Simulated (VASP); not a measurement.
Write the native input for VASP 6.6.1 that does the following.

```yaml
Task: single point
Functional: PBE
Potentials_or_basis: VASP PAW PBE potentials, release 64 (Ba_sv, Te)
Cutoff: 520 eV
k_mesh: 6 × 6 × 6
Occupations: gaussian, width 0.01 eV
Spin: no spin polarisation
Dipole_correction: no
Further_INCAR_settings: ALGO = Fast; EDIFF = 1e-06; NBANDS = 15
```

The structure of BaTe lies in POSCAR:

```
BaTe
1.0
    0.0000000000      3.5323868345      3.5323868345
    3.5323868345      0.0000000000      3.5323868345
    3.5323868345      3.5323868345      0.0000000000
Ba Te
1 1
Direct
    0.0000000000      0.0000000000      0.0000000000
    0.5000000000      0.5000000000      0.5000000000
```

The cell was built by a generator and needn't be a form met in nature.

The input as run:

INCAR

```
SYSTEM = BaTe
ALGO     = Fast           ! electronic algorithm
EDIFF    = 1E-6           ! SCF threshold, eV
ENCUT    = 520            ! plane-wave cutoff, eV
GGA      = PE             ! functional
ISIF     = 2              ! what is computed and relaxed
ISMEAR   = 0              ! smearing method
LASPH    = .TRUE.         ! aspherical terms in the spheres
LCHARG   = .FALSE.        ! write CHGCAR
LREAL    = .FALSE.        ! projectors in reciprocal space
LWAVE    = .FALSE.        ! write WAVECAR
NBANDS   = 15             ! bands
NELM     = 60             ! most SCF steps
PREC     = Accurate       ! precision mode
SIGMA    = 0.01           ! smearing width, eV
```

KPOINTS

```
k-points
0
G
  6 6 6
  0 0 0
```

Potentials or basis: VASP PAW PBE potentials, release 64 (Ba_sv, Te).

Run with:

```sh
$ cat potpaw_PBE.64/Ba_sv/POTCAR potpaw_PBE.64/Te/POTCAR > POTCAR
$ mpirun -np 1 vasp_std > vasp.out
```

Results of the run:

```yaml
Pressure: 0.3 GPa
Band_gap_on_the_k_mesh: 1.58 eV, indirect (least direct gap 1.96 eV)
```

Caveat: spin-orbit coupling is left out, which moves the levels of the heavy elements.

It took 33 s on 1 thread of Intel(R) Xeon(R) Platinum 8375C CPU @ 2.90GHz (Ice Lake), on a shared host, peak memory 0.24 GiB.
